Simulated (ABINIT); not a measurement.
# Li (Im-3m) in ABINIT: a series of runs

Aim: see how the results for Li move with the level of theory and the settings. Levels: PBE, PBEsol. Tasks: relaxation of cell and atoms, single point.

Program: ABINIT 10.8.3 (patched build). These are calculated values, not measurements. Logs are shortened: lines on timing, memory, paths and dates and some standing lists are left out, and cuts for length are marked. The log counts tension as positive stress, the text compression.

## 1. Starting point

The structure is cubic, space group Im-3m (No. 229). The conventional cell has a = 3.509 Å, b = 3.509 Å, c = 3.509 Å, α = 90.00°, β = 90.00°, γ = 90.00°. Around Li (site symmetry m-3m) lie 8 Li at 3.04 Å.

## 2. Relaxation of cell and atoms, PBE

run.abi

```
pp_dirpath "./"
pseudos "Li.upf"

acell 5.7431478281 5.7431478281 5.7431478281
rprim
    -0.5773502692     0.5773502692     0.5773502692
     0.5773502692    -0.5773502692     0.5773502692
     0.5773502692     0.5773502692    -0.5773502692
ntypat 1
znucl 3
natom 1
typat 1
chkprim 0
chksymtnons 0
tolsym 1.0e-6
xred
            0.0            0.0            0.0

ecut 37.0
ecutsm 0.5

kptopt 1
ngkpt 8 8 8
nshiftk 1
shiftk 0.0 0.0 0.0

ixc 11

nband 6
occopt 3
tsmear 0.05 eV

nstep 80
tolvrs 1.0e-12

iomode 3
prteig 0
prtebands 0
prtwf 0
prtden 0

ionmov 2
optcell 2
ntime 50
tolmxf 2.0e-5
dilatmx 1.08
```

Potentials or basis: PseudoDojo NC SR PBE v0.4.1 standard.

Launch:

```bash
$ mpirun --bind-to none -np 4 abinit run.abi > log 2>&1
```

run.abo:

```text
.Version 10.8.3 of ABINIT
 Symmetries : space group Im -3 m (#229); Bravais cI (body-center cubic)
================================================================================
 Values of the parameters that define the memory need of the present run
     intxc =       0    ionmov =       2      iscf =       7    lmnmax =       4
     lnmax =       4     mgfft =      36  mpssoang =       2    mqgrid =    3001
     natom =       1  nloc_mem =       1    nspden =       1   nspinor =       1
    nsppol =       1      nsym =      48    n1xccc =       0    ntypat =       1
    occopt =       3   xclevel =       2
       mpw =        1990          nfft =       46656          nkpt =          29
================================================================================
================================================================================

--------------------------------------------------------------------------------
------------- Echo of variables that govern the present computation ------------
--------------------------------------------------------------------------------
 -outvars: echo values of preprocessed input variables --------
            acell      5.7431478281E+00  5.7431478281E+00  5.7431478281E+00 Bohr
              amu      6.94100000E+00
          chkprim           0
      chksymtnons           0
          dilatmx      1.08000000E+00
             ecut      3.70000000E+01 Hartree
           ecutsm      5.00000000E-01 Hartree
           ionmov           2
              ixc          11
         kptrlatt        8    0    0      0    8    0      0    0    8
          kptrlen      4.59451826E+01
            natom           1
            nband           6
            ngfft          36      36      36
             nkpt          29
            nstep          80
             nsym          48
            ntime          50
           ntypat           1
           occopt           3
          optcell           2
           prtden           0
        prtebands           0
           prteig           0
            prtwf           0
            rprim     -5.7735026920E-01  5.7735026920E-01  5.7735026920E-01
                       5.7735026920E-01 -5.7735026920E-01  5.7735026920E-01
                       5.7735026920E-01  5.7735026920E-01 -5.7735026920E-01
          spgroup         229
           tolmxf      2.00000000E-05
           tolsym      1.00000000E-06
           tolvrs      1.00000000E-12
           tsmear      1.83746611E-03 Hartree
            typat      1
            znucl        3.00000

================================================================================

[... 29 lines left out ...]
   3.00000   3.00000  171031                  znucl, zion, pspdat
12 -101130 1 -1 1944                          pspcod,pspxc,lmax,lloc,mmax
     nproj     2     2

   8.23080177E+00                                ecore*ucvol(ha*bohr**3)
--------------------------------------------------------------------------------

================================================================================

=== [ionmov= 2] Broyden-Fletcher-Goldfarb-Shanno method (forces)
================================================================================

--- Iteration: ( 1/50) Internal Cycle: (1/1)
--------------------------------------------------------------------------------

---SELF-CONSISTENT-FIELD CONVERGENCE--------------------------------------------
[... 346 lines left out ...]
 Difference of energy with previous step (new-old):
           Absolute (Ha)=-7.13510E-07
           Relative     =-9.90448E-08

 At Broyd/MD step   4, gradients are converged :
  max grad (force/stress) = 1.8849E-05 < tolmxf= 2.0000E-05 ha/bohr (free atoms)

================================================================================

 ----iterations are completed or convergence reached----

 Mean square residual over all n,k,spin=   25.676E-10; max=  44.677E-08
 reduced coordinates (array xred) for    1 atoms
       0.000000000000      0.000000000000      0.000000000000
 rms dE/dt=  0.0000E+00; max dE/dt=  0.0000E+00; dE/dt below (all hartree)
    1       0.000000000000      0.000000000000      0.000000000000

 cartesian coordinates (angstrom) at end:
    1      0.00000000000000     0.00000000000000     0.00000000000000

 cartesian forces (hartree/bohr) at end:
    1     -0.00000000000000    -0.00000000000000    -0.00000000000000
 frms,max,avg= 0.0000000E+00 0.0000000E+00   0.000E+00  0.000E+00  0.000E+00 h/b

 cartesian forces (eV/Angstrom) at end:
    1     -0.00000000000000    -0.00000000000000    -0.00000000000000
 frms,max,avg= 0.0000000E+00 0.0000000E+00   0.000E+00  0.000E+00  0.000E+00 e/A
 length scales=  5.629925301924  5.629925301924  5.629925301924 bohr
              =  2.979228166843  2.979228166843  2.979228166843 angstroms
 Fermi (or HOMO) energy (hartree) =   0.01577   Average Vxc (hartree)=  -0.25582
 Eigenvalues (hartree) for nkpt=  29  k points:
 kpt#   1, nband=  6, wtk=  0.00195, kpt=  0.0000  0.0000  0.0000 (reduced coord)
  -1.69515   -0.11665    0.54972    0.54972    0.54972    0.72515
      occupation numbers for kpt#   1
   2.00000    2.00000    0.00000    0.00000    0.00000    0.00000
 prteigrs : prtvol=0 or 1, do not print more k-points.

--- !EnergyTerms
iteration_state     : {dtset: 1, itime: 4, icycle: 1, }
comment             : Components of total free energy in Hartree
kinetic             :  5.21427662247370E+00
hartree             :  1.79621388210199E+00
xc                  : -1.66909987035146E+00
Ewald energy        : -2.51912912134915E+00
psp_core            :  5.99178381021501E-02
local_psp           : -5.43781852944684E+00
non_local_psp       : -4.64798906447352E+00
internal            : -7.20362824294313E+00
'-kT*entropy'       : -2.82862813500999E-04
total_energy        : -7.20391110575663E+00
total_energy_eV     : -1.96028407580456E+02
band_energy         : -3.42498025798888E+00
...

 Cartesian components of stress tensor (hartree/bohr^3)
  sigma(1 1)=  1.88486895E-07  sigma(3 2)=  0.00000000E+00
  sigma(2 2)=  1.88486895E-07  sigma(3 1)=  0.00000000E+00
  sigma(3 3)=  1.88486895E-07  sigma(2 1)=  0.00000000E+00

-Cartesian components of stress tensor (GPa)         [Pressure= -5.5455E-03 GPa]
- sigma(1 1)=  5.54547590E-03  sigma(3 2)=  0.00000000E+00
- sigma(2 2)=  5.54547590E-03  sigma(3 1)=  0.00000000E+00
- sigma(3 3)=  5.54547590E-03  sigma(2 1)=  0.00000000E+00

== END DATASET(S) ==============================================================
================================================================================

 -outvars: echo values of variables after computation  --------
            acell      5.6299253019E+00  5.6299253019E+00  5.6299253019E+00 Bohr
           etotal     -7.2039111058E+00
            fcart     -0.0000000000E+00 -0.0000000000E+00 -0.0000000000E+00
            rprim     -5.7735026919E-01  5.7735026919E-01  5.7735026919E-01
                       5.7735026919E-01 -5.7735026919E-01  5.7735026919E-01
                       5.7735026919E-01  5.7735026919E-01 -5.7735026919E-01
           strten      1.8848689469E-07  1.8848689469E-07  1.8848689469E-07
                       0.0000000000E+00  0.0000000000E+00  0.0000000000E+00
 Calculation completed.
```

Wall time 8.4 s (4 MPI ranks of Intel Xeon 6975P-C (Granite Rapids), shared host); peak memory 0.28 GiB.

Results:

```
Free energy                            : -196.0284 eV
Relaxed volume                         : 20.36 Å³/atom
Relaxed cell                           : a = 2.979 Å, b = 2.979 Å, c = 2.979 Å, α = 109.47°, β = 109.47°, γ = 109.47°
Space group after relaxing (to 0.05 Å) : Im-3m (No. 229)
Energy gained by relaxing              : 3.1 meV/atom
Ionic steps                            : 4
Pressure after relaxing                : 0.0 GPa
Band gap on the k mesh                 : none (metal or under the smearing width)
```

The path:
| step | energy change (eV) | largest force (eV/Å) | pressure (GPa) | volume (Å³) |
| --- | --- | --- | --- | --- |
| 1 | 0.0000 | 0.0000 | -0.75 | 21.61 |
| 2 | -0.0002 | 0.0000 | -0.72 | 21.56 |
| 3 | -0.0030 | 0.0000 | 0.07 | 20.25 |
| 4 | -0.0031 | 0.0000 | -0.01 | 20.36 |

Final structure:
```
CELL_PARAMETERS angstrom
-1.72006 1.72006 1.72006
1.72006 -1.72006 1.72006
1.72006 1.72006 -1.72006
ATOMIC_POSITIONS crystal
Li 0.00000 0.00000 0.00000
```

## 3. Single point, PBE (cell relaxed)

run.abi

```
pp_dirpath "./"
pseudos "Li.upf"

acell 3*1.0 Angstrom
rprim
    -1.7200581900     1.7200581900     1.7200581900
     1.7200581900    -1.7200581900     1.7200581900
     1.7200581900     1.7200581900    -1.7200581900
ntypat 1
znucl 3
natom 1
typat 1
xred
     0.0000000000     0.0000000000     0.0000000000
chkprim 0
chksymtnons 0
tolsym 1.0e-6

ecut 1006.821291 eV

kptopt 1
ngkpt 8 8 8
nshiftk 1
shiftk 0.0 0.0 0.0

ixc 11

nband 6
occopt 3
tsmear 0.00183747

nstep 100
tolvrs 1.0e-10

iomode 3
prtwf 0
prtden 0
prteig 0
prtebands 0
```

Potentials or basis: PseudoDojo NC SR PBE v0.4.1 standard.

Launch:

```bash
$ mpirun --bind-to none -np 4 abinit run.abi > log 2>&1
```

run.abo:

```text
.Version 10.8.3 of ABINIT
 Symmetries : space group Im -3 m (#229); Bravais cI (body-center cubic)
================================================================================
 Values of the parameters that define the memory need of the present run
     intxc =       0    ionmov =       0      iscf =       7    lmnmax =       4
     lnmax =       4     mgfft =      32  mpssoang =       2    mqgrid =    3001
     natom =       1  nloc_mem =       1    nspden =       1   nspinor =       1
    nsppol =       1      nsym =      48    n1xccc =       0    ntypat =       1
    occopt =       3   xclevel =       2
       mpw =        1508          nfft =       32768          nkpt =          29
================================================================================
================================================================================

--------------------------------------------------------------------------------
------------- Echo of variables that govern the present computation ------------
--------------------------------------------------------------------------------
 -outvars: echo values of preprocessed input variables --------
            acell      1.8897261259E+00  1.8897261259E+00  1.8897261259E+00 Bohr
              amu      6.94100000E+00
          chkprim           0
      chksymtnons           0
             ecut      3.70000000E+01 Hartree
              ixc          11
         kptrlatt        8    0    0      0    8    0      0    0    8
          kptrlen      4.50394026E+01
            natom           1
            nband           6
            ngfft          32      32      32
             nkpt          29
            nstep         100
             nsym          48
           ntypat           1
           occopt           3
           prtden           0
        prtebands           0
           prteig           0
            prtwf           0
            rprim     -1.7200581900E+00  1.7200581900E+00  1.7200581900E+00
                       1.7200581900E+00 -1.7200581900E+00  1.7200581900E+00
                       1.7200581900E+00  1.7200581900E+00 -1.7200581900E+00
          spgroup         229
           tolsym      1.00000000E-06
           tolvrs      1.00000000E-10
           tsmear      1.83747000E-03 Hartree
            typat      1
            znucl        3.00000
[... 86 lines left out ...]
...

 Integrated electronic density in atomic spheres:
 ------------------------------------------------
 Atom  Sphere_radius  Integrated_density
    1        2.00000          2.18233235
================================================================================

 ----iterations are completed or convergence reached----

 Mean square residual over all n,k,spin=   33.667E-09; max=  45.676E-07
 reduced coordinates (array xred) for    1 atoms
       0.000000000000      0.000000000000      0.000000000000
 rms dE/dt=  0.0000E+00; max dE/dt=  0.0000E+00; dE/dt below (all hartree)
    1       0.000000000000      0.000000000000      0.000000000000

 cartesian coordinates (angstrom) at end:
    1      0.00000000000000     0.00000000000000     0.00000000000000

 cartesian forces (hartree/bohr) at end:
    1     -0.00000000000000    -0.00000000000000    -0.00000000000000
 frms,max,avg= 0.0000000E+00 0.0000000E+00   0.000E+00  0.000E+00  0.000E+00 h/b

 cartesian forces (eV/Angstrom) at end:
    1     -0.00000000000000    -0.00000000000000    -0.00000000000000
 frms,max,avg= 0.0000000E+00 0.0000000E+00   0.000E+00  0.000E+00  0.000E+00 e/A
 length scales=  1.889726125908  1.889726125908  1.889726125908 bohr
              =  1.000000000000  1.000000000000  1.000000000000 angstroms
 Fermi (or HOMO) energy (hartree) =   0.01577   Average Vxc (hartree)=  -0.25582
 Eigenvalues (hartree) for nkpt=  29  k points:
 kpt#   1, nband=  6, wtk=  0.00195, kpt=  0.0000  0.0000  0.0000 (reduced coord)
  -1.69515   -0.11665    0.54972    0.54972    0.54972    0.72515
      occupation numbers for kpt#   1
   2.00000    2.00000    0.00000    0.00000    0.00000    0.00000
 prteigrs : prtvol=0 or 1, do not print more k-points.

--- !EnergyTerms
iteration_state     : {dtset: 1, }
comment             : Components of total free energy in Hartree
kinetic             :  5.21428346119865E+00
hartree             :  1.79621937518218E+00
xc                  : -1.66910136451834E+00
Ewald energy        : -2.51912911271423E+00
psp_core            :  5.99178374860158E-02
local_psp           : -5.43782587896791E+00
non_local_psp       : -4.64799347148630E+00
internal            : -7.20362915381994E+00
'-kT*entropy'       : -2.82867882145306E-04
total_energy        : -7.20391202170208E+00
total_energy_eV     : -1.96028432504601E+02
band_energy         : -3.42497600124065E+00
...

 Cartesian components of stress tensor (hartree/bohr^3)
  sigma(1 1)=  7.97764112E-07  sigma(3 2)=  0.00000000E+00
  sigma(2 2)=  7.97764112E-07  sigma(3 1)=  0.00000000E+00
  sigma(3 3)=  7.97764112E-07  sigma(2 1)=  0.00000000E+00

-Cartesian components of stress tensor (GPa)         [Pressure= -2.3471E-02 GPa]
- sigma(1 1)=  2.34710305E-02  sigma(3 2)=  0.00000000E+00
- sigma(2 2)=  2.34710305E-02  sigma(3 1)=  0.00000000E+00
- sigma(3 3)=  2.34710305E-02  sigma(2 1)=  0.00000000E+00

== END DATASET(S) ==============================================================
================================================================================

 -outvars: echo values of variables after computation  --------
            acell      1.8897261259E+00  1.8897261259E+00  1.8897261259E+00 Bohr
           etotal     -7.2039120217E+00
            fcart     -0.0000000000E+00 -0.0000000000E+00 -0.0000000000E+00
            rprim     -1.7200581900E+00  1.7200581900E+00  1.7200581900E+00
                       1.7200581900E+00 -1.7200581900E+00  1.7200581900E+00
                       1.7200581900E+00  1.7200581900E+00 -1.7200581900E+00
           strten      7.9776411249E-07  7.9776411249E-07  7.9776411249E-07
                       0.0000000000E+00  0.0000000000E+00  0.0000000000E+00
 Calculation completed.
```

Run time: 2.1 s. Hardware: 4 MPI ranks of Intel Xeon 6975P-C (Granite Rapids), shared host; peak memory 0.28 GiB.

What came out:

```
Free energy                                           : -196.0284 eV
Pressure                                              : 0.0 GPa
Band gap on the k mesh                                : none (metal or under the smearing width)
Valence electrons inside the program's atomic spheres : Li 2.18 (radii [1.0584] Å)
```

## 4. Relaxation of cell and atoms, PBEsol

run.abi

```
# Pseudopotentials
pp_dirpath "./"
pseudos "Li.upf"

# Structure
acell 3*1.0 Angstrom
rprim
    -1.7546500000     1.7546500000     1.7546500000
     1.7546500000    -1.7546500000     1.7546500000
     1.7546500000     1.7546500000    -1.7546500000
ntypat 1
znucl 3
natom 1
typat 1
chkprim 0
chksymtnons 0
tolsym 1.0e-6
xred
            0.0            0.0            0.0

# Plane-wave basis
ecut 37.0
ecutsm 0.5

# k points
kptopt 1
ngkpt 8 8 8
nshiftk 1
shiftk 0.0 0.0 0.0

# Exchange and correlation
ixc -116133

# Bands and occupations
nband 6
occopt 3
tsmear 0.05 eV

# SCF cycle
nstep 80
tolvrs 1.0e-12

# Output
iomode 3
prteig 0
prtebands 0
prtwf 0
prtden 0

# Relaxation
ionmov 2
optcell 2
ntime 50
tolmxf 2.0e-5
dilatmx 1.08
```

Potentials or basis: PseudoDojo NC SR PBEsol v0.4.1 standard.

Launch:

```bash
$ abinit run.abi > log 2>&1
```

It took 19 s on 1 thread of Arm Neoverse V2, shared host; peak memory 0.07 GiB.

Results (log left out):

```yaml
Free_energy: -194.6698 eV
Relaxed_volume: 20.33 Å³/atom
Relaxed_cell: a = 2.978 Å, b = 2.978 Å, c = 2.978 Å, α = 109.47°, β = 109.47°, γ = 109.47°
Space_group_after_relaxing_to_0.05_Å: Im-3m (No. 229)
Energy_gained_by_relaxing: 3.1 meV/atom
Ionic_steps: 4
Pressure_after_relaxing: 0.0 GPa
Band_gap_on_the_k_mesh: none (metal or under the smearing width)
```

The path:
```tsv
step	energy change (eV)	largest force (eV/Å)	pressure (GPa)	volume (Å³)
1	0.0000	0.0000	-0.75	21.61
2	-0.0002	0.0000	-0.72	21.56
3	-0.0031	0.0000	0.07	20.23
4	-0.0031	0.0000	-0.01	20.33
```

Final structure:
```xyz
1
Lattice="-1.7195 1.7195 1.7195 1.7195 -1.7195 1.7195 1.7195 1.7195 -1.7195" Properties=species:S:1:pos:R:3 pbc="T T T"
Li    0.0000    0.0000    0.0000
```

## 5. The runs side by side

```tsv
task	level	potentials or basis	cell	cell freedom (optcell)	optimiser (ionmov)	cutoff smearing ecutsm (Ha)	force stop (Ha/bohr)	gap on the mesh (eV)	pressure (GPa)	relaxed volume (Å³/atom)
relaxation of cell and atoms	PBE	PseudoDojo NC SR PBE v0.4.1 standard	relaxed	2	2	0.5	2e-05	none	0.0	20.36
single point	PBE	PseudoDojo NC SR PBE v0.4.1 standard	cell relaxed	-	-	-	-	none	0.0	-
relaxation of cell and atoms	PBEsol	PseudoDojo NC SR PBEsol v0.4.1 standard	relaxed	2	2	0.5	2e-05	none	0.0	20.33
```

Alike in all rows: no spin polarisation; k mesh 8 × 8 × 8; cutoff (eV) 1007; smearing fermi-dirac 0.05 eV.

Total energies depend on the potentials used, so only differences within one code and one set of settings carry meaning.

## 6. Against experiment

Step 2. The cell as given is a measured one (21.61 Å³/atom); PBE puts the equilibrium volume -5.8 % from it, thermal expansion not counted.

Step 4. The cell as given is a measured one (21.61 Å³/atom); PBEsol puts the equilibrium volume -5.9 % from it, thermal expansion not counted.
